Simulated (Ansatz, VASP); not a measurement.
**Cross-check of InGa7P8 (random alloy of the zinc-blende GaP-InP line, x = 0.125) between VASP and Ansatz**

One calculation is typed for both programs; each brings its own data sets. How far apart do they land? The cell is taken from a series of runs on this material, whose earlier steps may have relaxed, scaled, displaced or heated it; both programs get it as it stands.

Main program and level: Ansatz 0.2.0; plane waves, with VASP 6.6.1 beside it; PBE.

## Step 1: Set-up

The cell holds 64 atoms: 28 Ga, 32 P and 4 In. Its edges and angles: a = 11.133 Å, b = 11.133 Å, c = 11.133 Å, α = 90.0°, β = 90.0°, γ = 90.0°. It derives from GaP (zinc-blende GaP-InP), repeated 2×2×2. Zinc-blende GaP-InP: 64 atoms, 4 of 32 Ga sites given to In at random, cell and internal coordinates interpolated linearly between the end members (Vegard's rule); (so at first; earlier steps may have moved the atoms), displaced by a Gaussian of 0.02 A. Lattice constants are starting values near those of PBE.

## Step 2: VASP: single point, PBE, pair 1

A single point takes one fixed geometry, so differences don't come from the geometry; what else differs is listed under the comparison.

Lines of VASP's logs that name or quote its potential files are left out, and so is its time.

INCAR

```
SYSTEM = InGa7P8
PREC = Accurate
ENCUT = 400
EDIFF = 1E-06
NELM = 120
ISMEAR = -1
SIGMA = 0.025
LREAL = Auto
ALGO = Normal
GGA = PE
NBANDS = 336
LORBIT = 11
LWAVE = .FALSE.
LCHARG = .FALSE.
ISIF = 2
LASPH = .TRUE.
GGA_COMPAT = .FALSE.
EFERMI = MIDGAP
NCORE = 2
```

POSCAR

```
InGa7P8
1.0
   11.1325000000      0.0000000000      0.0000000000
    0.0000000000     11.1325000000      0.0000000000
    0.0000000000      0.0000000000     11.1325000000
Ga P In
28 32 4
Direct
    0.0029200000      0.9989000000      0.9990500000
    0.0031300000      0.2486300000      0.2505700000
    0.2494200000      0.9993100000      0.2520400000
    0.2500800000      0.2510500000      0.9980200000
    0.0016200000      0.9987700000      0.4997800000
    0.9987600000      0.2492900000      0.7487700000
    0.2479900000      0.0004200000      0.7529800000
    0.2486600000      0.2530400000      0.5000900000
    0.0002200000      0.5011100000      0.0005400000
    0.9996200000      0.7510500000      0.2515100000
    0.2520300000      0.7527300000      0.0039300000
    0.0002900000      0.5015700000      0.5005700000
    0.0004100000      0.7513700000      0.7496000000
    0.2521500000      0.7503300000      0.4993300000
    0.4993800000      0.0000800000      0.9988900000
    0.5007200000      0.2510700000      0.2480300000
    0.7495200000      0.0000600000      0.2475300000
    0.7506300000      0.2476400000      0.9999300000
    0.4999600000      0.9986100000      0.5022900000
    0.7477900000      0.0009900000      0.7514200000
    0.5009500000      0.5002500000      0.0001400000
    0.4994400000      0.7456300000      0.2518700000
    0.7497500000      0.4997900000      0.2500300000
    0.7504500000      0.7494700000      0.0008900000
    0.5039400000      0.4965900000      0.4988400000
    0.5000800000      0.7495900000      0.7523900000
    0.7477100000      0.5005600000      0.7509000000
    0.7510100000      0.7504300000      0.5005000000
    0.1230700000      0.1265500000      0.1208700000
    0.1245500000      0.3776300000      0.3713000000
    0.3730200000      0.1246900000      0.3734200000
    0.3770600000      0.3766200000      0.1259000000
    0.1233200000      0.1245200000      0.6259500000
    0.1234800000      0.3737900000      0.8749800000
    0.3763300000      0.1246600000      0.8734100000
    0.3738600000      0.3753400000      0.6287700000
    0.1243700000      0.6229500000      0.1243700000
    0.1266700000      0.8755100000      0.3765900000
    0.3744600000      0.6258800000      0.3748600000
    0.3724900000      0.8724100000      0.1240900000
    0.1213700000      0.6244500000      0.6264900000
    0.1246400000      0.8753400000      0.8757400000
    0.3756800000      0.6252200000      0.8770300000
    0.3738500000      0.8757600000      0.6251400000
    0.6262500000      0.1242000000      0.1272000000
    0.6253000000      0.3763300000      0.3732900000
    0.8755700000      0.1265200000      0.3734600000
    0.8721000000      0.3770100000      0.1257300000
    0.6285300000      0.1216600000      0.6272200000
    0.6265500000      0.3746700000      0.8739200000
    0.8738800000      0.1259400000      0.8729400000
    0.8748200000      0.3765600000      0.6263500000
    0.6261100000      0.6254200000      0.1262300000
    0.6289300000      0.8757900000      0.3748200000
    0.8729800000      0.6240700000      0.3732100000
    0.8746900000      0.8767700000      0.1253800000
    0.6266200000      0.6295400000      0.6245500000
    0.6244800000      0.8762200000      0.8744300000
    0.8773200000      0.6248000000      0.8738900000
    0.8748700000      0.8770800000      0.6256600000
    0.2486400000      0.5022500000      0.2509200000
    0.2503600000      0.5002100000      0.7488000000
    0.5029200000      0.2506100000      0.7478500000
    0.7514400000      0.2500800000      0.4996600000
```

KPOINTS

```
Automatic mesh
0
Gamma
1 1 1
0 0 0
```

Potentials, in the order of the species: Ga_d, P and In_d (PBE family, release 64).

On the command line:

```sh
$ mpirun -np 8 vasp_gam
```

Numbers of over 12 decimals in the logs are rounded to 6 here.

The log of the run:

```text
[banner, memory and clock lines left out]
running    8 mpi-ranks, on    1 nodes
[...]
LDA part: xc-table for (Slater+PW92), standard interpolation
 POSCAR, INCAR and KPOINTS ok, starting setup
[...]
entering main loop
       N       E                     dE             d eps       ncg     rms          rms(c)
DAV:   1     0.929870410182E+04    0.92987E+04   -0.20148E+05   728   0.248E+03
DAV:   2     0.224979915107E+04   -0.70489E+04   -0.68235E+04   672   0.713E+02
DAV:   3     0.422420763887E+02   -0.22076E+04   -0.20600E+04   840   0.262E+02
DAV:   4    -0.265339939531E+03   -0.30758E+03   -0.29173E+03   808   0.958E+01
[...]
DAV:  17    -0.281960187885E+03   -0.28281E-04   -0.27535E-04   776   0.469E-02    0.463E-02
DAV:  18    -0.281960189689E+03   -0.18046E-05   -0.12937E-05   792   0.122E-02    0.502E-02
DAV:  19    -0.281960190146E+03   -0.45635E-06   -0.19619E-06   464   0.379E-03
   1 F= -.28196019E+03 E0= -.28196019E+03  d E =-.324459E-10
```

Parts of OUTCAR (step 2):

```text
  Total        4.0374942      3.9710989      3.5724065      0.1336218      0.9724219     -0.4537049
  in kB        4.6886130      4.6115102      4.1485215      0.1551707      1.1292425     -0.5268730
  external PRESSURE =       4.4828816 kB  Pullay stress =       0.0000000 kB

 POSITION                                       TOTAL-FORCE (eV/Angst)
 -----------------------------------------------------------------------------------
      0.03251     11.12025     11.12192        -0.479713      0.171535     -0.040738
      0.03484      2.76787      2.78947        -0.412561      0.162467     -0.257298
      2.77667     11.12482      2.80584        -0.115562      0.111528     -0.446483
      2.78402      2.79481     11.11046         0.142098     -0.056098      0.094194
      0.01803     11.11881      5.56380        -0.242984      0.186672     -0.026545
     11.11870      2.77522      8.33568        -0.015178      0.119578      0.105050
      2.76075      0.00468      8.38255         0.118568      0.005159     -0.209573
      2.76821      2.81697      5.56725        -0.036221     -0.183238     -0.056332
      0.00245      5.57861      0.00601        -0.188706     -0.213884     -0.069483
     11.12827      8.36106      2.79994        -0.007154     -0.058746     -0.166060
      2.80572      8.37977      0.04375        -0.413756     -0.421063     -0.416849
      0.00323      5.58373      5.57260        -0.243101     -0.111057     -0.132787
      0.00456      8.36463      8.34492        -0.190028      0.065265      0.016138
      2.80706      8.35305      5.55879        -0.230921     -0.061173      0.254522
[...]
-----------------------------------------------------------------------------------
    total drift:                                0.001241     -0.001342      0.000483

  FREE ENERGIE OF THE ION-ELECTRON SYSTEM (eV)
  ---------------------------------------------------
  free  energy   TOTEN  =      -281.9601901458 eV

  energy  without entropy=     -281.9601901458  energy(sigma->0) =     -281.96019015

[... 2 further parts left out ...]
```

The run ends at a pressure of 0.45 GPa, with forces up to 2.6 eV/Å.

## Step 3: Ansatz: single point, PBE, pair 1

Ansatz runs on its default PAW (the set named soft_2) files.

The same cell, functional, mesh and smearing now go to Ansatz, which takes its cutoff from its data sets.

input.yaml

```yaml
crystal:
  lattice:
    - [11.1325, 0.0, 0.0]
    - [0.0, 11.1325, 0.0]
    - [0.0, 0.0, 11.1325]
  atoms:
    - { symbol: Ga, position: [0.00292, 0.9989, 0.99905] }
    - { symbol: P, position: [0.12307, 0.12655, 0.12087] }
    - { symbol: Ga, position: [0.00313, 0.24863, 0.25057] }
    - { symbol: P, position: [0.12455, 0.37763, 0.3713] }
    - { symbol: Ga, position: [0.24942, 0.99931, 0.25204] }
    - { symbol: P, position: [0.37302, 0.12469, 0.37342] }
    - { symbol: Ga, position: [0.25008, 0.25105, 0.99802] }
    - { symbol: P, position: [0.37706, 0.37662, 0.1259] }
    - { symbol: Ga, position: [0.00162, 0.99877, 0.49978] }
    - { symbol: P, position: [0.12332, 0.12452, 0.62595] }
    - { symbol: Ga, position: [0.99876, 0.24929, 0.74877] }
    - { symbol: P, position: [0.12348, 0.37379, 0.87498] }
    - { symbol: Ga, position: [0.24799, 0.00042, 0.75298] }
    - { symbol: P, position: [0.37633, 0.12466, 0.87341] }
    - { symbol: Ga, position: [0.24866, 0.25304, 0.50009] }
    - { symbol: P, position: [0.37386, 0.37534, 0.62877] }
    - { symbol: Ga, position: [0.00022, 0.50111, 0.00054] }
    - { symbol: P, position: [0.12437, 0.62295, 0.12437] }
    - { symbol: Ga, position: [0.99962, 0.75105, 0.25151] }
    - { symbol: P, position: [0.12667, 0.87551, 0.37659] }
    - { symbol: In, position: [0.24864, 0.50225, 0.25092] }
    - { symbol: P, position: [0.37446, 0.62588, 0.37486] }
    - { symbol: Ga, position: [0.25203, 0.75273, 0.00393] }
    - { symbol: P, position: [0.37249, 0.87241, 0.12409] }
    - { symbol: Ga, position: [0.00029, 0.50157, 0.50057] }
    - { symbol: P, position: [0.12137, 0.62445, 0.62649] }
    - { symbol: Ga, position: [0.00041, 0.75137, 0.7496] }
    - { symbol: P, position: [0.12464, 0.87534, 0.87574] }
    - { symbol: In, position: [0.25036, 0.50021, 0.7488] }
    - { symbol: P, position: [0.37568, 0.62522, 0.87703] }
    - { symbol: Ga, position: [0.25215, 0.75033, 0.49933] }
    - { symbol: P, position: [0.37385, 0.87576, 0.62514] }
    - { symbol: Ga, position: [0.49938, 8.0e-05, 0.99889] }
    - { symbol: P, position: [0.62625, 0.1242, 0.1272] }
    - { symbol: Ga, position: [0.50072, 0.25107, 0.24803] }
    - { symbol: P, position: [0.6253, 0.37633, 0.37329] }
    - { symbol: Ga, position: [0.74952, 6.0e-05, 0.24753] }
    - { symbol: P, position: [0.87557, 0.12652, 0.37346] }
    - { symbol: Ga, position: [0.75063, 0.24764, 0.99993] }
    - { symbol: P, position: [0.8721, 0.37701, 0.12573] }
    - { symbol: Ga, position: [0.49996, 0.99861, 0.50229] }
    - { symbol: P, position: [0.62853, 0.12166, 0.62722] }
    - { symbol: In, position: [0.50292, 0.25061, 0.74785] }
    - { symbol: P, position: [0.62655, 0.37467, 0.87392] }
    - { symbol: Ga, position: [0.74779, 0.00099, 0.75142] }
    - { symbol: P, position: [0.87388, 0.12594, 0.87294] }
    - { symbol: In, position: [0.75144, 0.25008, 0.49966] }
    - { symbol: P, position: [0.87482, 0.37656, 0.62635] }
    - { symbol: Ga, position: [0.50095, 0.50025, 0.00014] }
    - { symbol: P, position: [0.62611, 0.62542, 0.12623] }
    - { symbol: Ga, position: [0.49944, 0.74563, 0.25187] }
    - { symbol: P, position: [0.62893, 0.87579, 0.37482] }
    - { symbol: Ga, position: [0.74975, 0.49979, 0.25003] }
    - { symbol: P, position: [0.87298, 0.62407, 0.37321] }
    - { symbol: Ga, position: [0.75045, 0.74947, 0.00089] }
    - { symbol: P, position: [0.87469, 0.87677, 0.12538] }
    - { symbol: Ga, position: [0.50394, 0.49659, 0.49884] }
    - { symbol: P, position: [0.62662, 0.62954, 0.62455] }
    - { symbol: Ga, position: [0.50008, 0.74959, 0.75239] }
    - { symbol: P, position: [0.62448, 0.87622, 0.87443] }
    - { symbol: Ga, position: [0.74771, 0.50056, 0.7509] }
    - { symbol: P, position: [0.87732, 0.6248, 0.87389] }
    - { symbol: Ga, position: [0.75101, 0.75043, 0.5005] }
    - { symbol: P, position: [0.87487, 0.87708, 0.62566] }
kpoints:
  mp_grid: { grid: [1, 1, 1] }
hamiltonian:
  xc: pbe
scf:
  occupations: { method: fermi_dirac, width: 0.025 }
output:
  forces: true
```

On the command line:

```sh
$ ansatz run input.yaml --threads 4 --pin off --max-ram 8192MiB --backend cpu --events-out ev --progress --plain --runs-dir out
```

The log of the run:

```text
Engine: ansatz 0.2.0, aarch64-unknown-linux-gnu
Pseudopotentials: kind: paw
Pseudopotential: Ga, paw, valence charge 13, recommended cutoff 420 eV (normal), Ga.paw.azcp
Pseudopotential: P, paw, valence charge 5, recommended cutoff 420 eV (normal), P.paw.azcp
Pseudopotential: In, paw, valence charge 13, recommended cutoff 420 eV (normal), In.paw.azcp
Functional definition: PBE
  parameter kappa = 0.804
  parameter beta = 0.066725
  exchange = pbe_x(kappa = kappa, mu = beta*pi^2/3)
  correlation = pbe_c(beta = beta)
Crystal: 64 atoms, lattice volume = 1379.679 Å³
Basis set: ecut = 420 eV, 27081 PW (Γ), exchange–correlation on 150×150×150 points (8 copies of the dense FFT grid, shifted against one another)
Bands: 352, of which v1, the nominal top of the filled ones, is band 288 counted from 1 (287 counted from 0)
Symmetry: 1 space group operations
Space group: P1 (ITA 1), of the structure as read, at distance tolerance 1.1e-4 Å
k-points: 1
Non-local potential: Ga, projectors of the file, l = 0: 2, l = 1: 2, l = 2: 3, l = 3: 1
Non-local potential: P, projectors of the file, l = 0: 2, l = 1: 2, l = 2: 2
Non-local potential: In, projectors of the file, l = 0: 2, l = 1: 2, l = 2: 2, l = 3: 2
PAW form: soft (Blöchl's): semilocal exchange-correlation on the pseudo side does not see the compensation charge
PAW one-centre angular grid: Ga, 590 points (default); XC on 64 Gauss nodes
PAW one-centre angular grid: P, 110 points (default); XC on 64 Gauss nodes
PAW one-centre angular grid: In, 590 points (default); XC on 64 Gauss nodes
Initial density: superposition of atomic densities (neutral atoms: chi_scale 0, normalization atom), corrected by the library's trained network
Initial wavefunctions: pseudopotential atomic-orbital guess
Functional: x = pbe(κ = 0.804, μ = 0.219515), c = pbe(β = 0.066725)
SCF iter   1: F=—  HF=-152516.506963 eV  |F-HF|=—  |Δ(HF+E_count)|=         —  Δρ=1.58e-3  dr2=2.85e-2  ethr=1.77e-3  ⟨swp⟩=8.0  Hψ=1488  notcnv=0  defer=26
preconditioner: auto → Resta (q_TF=auto, 2.359 Å⁻¹)  ε∞=4.0  [insulator: Δε(μ)=1.284 eV  Ē_g=13.754 eV  σ=0.025 eV  W_gap=1.00  n_scr=304 (ndim 8)  ℏωp=24.0 eV  f_vac=0.018  D(μ)=0.00/eV (n_scr^D=0)  ε∞_Penn≈4.0]
SCF iter   2: F=—  HF=-152516.439031 eV  |F-HF|=—  |Δ(HF+E_count)|=   6.79e-2  Δρ=6.44e-4  dr2=7.49e-3  ethr=4.95e-6  ⟨swp⟩=3.0  Hψ=761  notcnv=0  defer=44
SCF iter   3: F=—  HF=-152516.439796 eV  |F-HF|=—  |Δ(HF+E_count)|=   7.65e-4  Δρ=4.32e-4  dr2=1.44e-3  ethr=1.30e-6  ⟨swp⟩=2.0  Hψ=597  notcnv=0  defer=25
automatic band count: iteration 3 solves 333 bands in place of 352: the levels show a gap, and the empty bands left out lie too high to hold charge; the band table lists the bands solved (type scf.n_extra_bands for more)
SCF iter   4: F=—  HF=-152516.438549 eV  |F-HF|=—  |Δ(HF+E_count)|=   1.25e-3  Δρ=1.36e-4  dr2=2.02e-4  ethr=2.50e-7  ⟨swp⟩=2.0  Hψ=587  notcnv=0  defer=25
SCF iter   5: F=—  HF=-152516.438608 eV  |F-HF|=—  |Δ(HF+E_count)|=   5.86e-5  Δρ=3.60e-5  dr2=2.22e-5  ethr=3.51e-8  ⟨swp⟩=2.0  Hψ=587  notcnv=0  defer=25
SCF iter   6: F=—  HF=-152516.437809 eV  |F-HF|=—  |Δ(HF+E_count)|=   7.98e-4  Δρ=1.81e-5  dr2=3.28e-6  ethr=3.85e-9  ⟨swp⟩=2.0  Hψ=586  notcnv=0  defer=25
SCF iter   7: F=—  HF=-152516.437811 eV  |F-HF|=—  |Δ(HF+E_count)|=   1.35e-6  Δρ=6.70e-6  dr2=9.05e-7  ethr=5.70e-10  ⟨swp⟩=2.0  Hψ=587  notcnv=0  defer=25
SCF iter   8: F=—  HF=-152516.437811 eV  |F-HF|=—  |Δ(HF+E_count)|=   1.75e-7  Δρ=2.32e-6  dr2=8.14e-8  ethr=1.74e-11  ⟨swp⟩=3.0  Hψ=1300  notcnv=0
SCF iter   9: F=-152516.437811 eV  HF=-152516.437811 eV  |F-HF|=5.06e-9  |Δ(HF+E_count)|=   3.46e-9  Δρ=7.60e-7  dr2=1.18e-8  ethr=1.41e-11  ⟨swp⟩=4.0  Hψ=1201  notcnv=0
SCF 1 converged in 9 iterations: F = -152516.437811 eV  dr2 = 1.18e-8
  greatest PAW one-centre occupation: 0.994 electrons in one spin orbital (limit 2), on the Ga atom at site 56 (counted from 0), in its partial waves of l = 2
SCF converged after 9 iterations
Free energy (F): -152516.437811 eV
Harris-Foulkes:  -152516.437811 eV  (|F-HF|=5.06e-9)
Internal energy: -152516.437811 eV  (E = F + TS)
E sigma→0 (E₀):  -152516.437811 eV
Fermi energy:    7.389916 eV
--- Per-component energies (eV) ---
  E_band       = -2024.199329
  E_kinetic    = 6456.923960
  E_local      = -68035.267038  (includes V_loc(G=0)·N_el)
  E_nonlocal   = 14464.714565
  E_hartree    = 31032.915442
  E_xc         = -4751.972175
  E_vxc        = -3951.299159  (∫ρ·V_xc dr)
  E_paw        = -90559.493463  (= ΣΔE_a)
  E_vpaw       = -13025.107958  (= ΣTr[D̂ρ^β])
  E_aug_tail   = -0.003014  (compensation charges beyond the density's cutoff)
  E_ewald      = -41124.256089
  E_smearing   = -0.000000  (= −TS)
  E_closure    = 0.000000  (closes the sum)
  Σ components = -152516.437811   (vs F -152516.437811, Δ=0.00e0)
--- Forces (eV/Å), atoms counted from 1 ---
  atom   1  Ga    -0.48262903     0.17289102    -0.04064444
  atom   2  P      0.42292836    -0.16848949     0.39868997
  atom   3  Ga    -0.41309513     0.16553478    -0.25861867
  atom   4  P     -1.04492208    -1.23192598     1.54167503
  atom   5  Ga    -0.11546967     0.11228225    -0.44982697
  atom   6  P      0.30372732     0.19981730     0.27972233
  atom   7  Ga     0.14341774    -0.05720992     0.09677738
  atom   8  P      0.62237003    -0.93980859    -1.03094601
  atom   9  Ga    -0.24413435     0.18811403    -0.02673360
  atom  10  P      0.20192527     0.12426131    -0.11986790
  atom  11  Ga    -0.01385452     0.12059340     0.10629470
  atom  12  P     -0.77298875    -0.71605656     0.79219348
  atom  13  Ga     0.11977727     0.00462426    -0.21161198
  atom  14  P     -0.95401493    -0.72138745     0.98849239
  atom  15  Ga    -0.03496262    -0.18405485    -0.05615144
  atom  16  P      0.35570037    -0.14089403    -2.54893725
  atom  17  Ga    -0.18893365    -0.21566092    -0.07015289
  atom  18  P     -0.97647298     1.43678358    -0.95117176
  atom  19  Ga    -0.00565924    -0.05955083    -0.16691511
  atom  20  P     -0.13607602    -0.17559167    -0.10741956
  atom  21  In     0.44123150    -0.08120546    -0.31240513
  atom  22  P      1.10842838     0.63778596     1.23797330
  atom  23  Ga    -0.41778573    -0.42509127    -0.42110401
  atom  24  P      0.52342301     0.44445161     0.50289235
[...]
atom  57  Ga    -0.37890377     0.45590083     0.23301691
  atom  58  P     -0.24165999    -0.50245116     0.08221063
  atom  59  Ga    -0.09101979     0.14421611    -0.15225134
  atom  60  P      0.08049292    -0.18892720     0.21577498
  atom  61  Ga     0.30522538     0.19824790    -0.06154777
  atom  62  P     -0.26045947     0.10890082     0.10549096
  atom  63  Ga     0.18450713     0.14646213    -0.10933999
  atom  64  P      0.01529057    -0.11763266     0.01208472
  max |Σ_I F_I| component: 3.17e-6 eV/Å
```

## Step 4: Differences

Known differences besides the potentials themselves: the cutoff is 420 eV in Ansatz and 400 eV in VASP (PREC = Accurate, projectors in real space). Total energies have different zeros and are not compared.

The two programs side by side:

| quantity | Ansatz | VASP | difference |
| --- | --- | --- | --- |
| gap on the k mesh (eV) | 1.272 | 1.268 | +0.004 |

Forces on 7 of the 64 atoms, those with the largest forces and the largest differences (eV/Å; atoms numbered as in POSCAR):

```csv
atom,"Ansatz x, y, z","VASP x, y, z"
P30,"-1.045, -1.232, 1.542","-1.036, -1.224, 1.533"
P36,"0.356, -0.141, -2.549","0.353, -0.138, -2.534"
P37,"-0.976, 1.437, -0.951","-0.970, 1.429, -0.945"
P39,"1.108, 0.638, 1.238","1.102, 0.634, 1.231"
P41,"-0.429, 1.144, -1.156","-0.424, 1.137, -1.152"
P47,"1.071, -1.216, -0.922","1.065, -1.209, -0.916"
P50,"0.804, 0.967, 1.184","0.798, 0.962, 1.176"
```

The forces differ by 3.1 meV/Å r.m.s., which is 0.6 % of the r.m.s. force of 0.508 eV/Å (both taken over all components). A gap on the mesh is an upper bound, since the band edges may lie between its points.

(Part 1 of 2 ends here.)

[Lines on the potential files, build, host, timing and source positions are cut from VASP's logs without a mark.]

[Logs are printed without paths, hosts, clocks, repeated set-up lines and the standing remarks that a program may print on its own settings, such as how far it seeks lower states.]

[Hosts, paths, dates, database ids (printed as entryN), source tags and the programs' standing remarks are cut or masked in the printed files.]
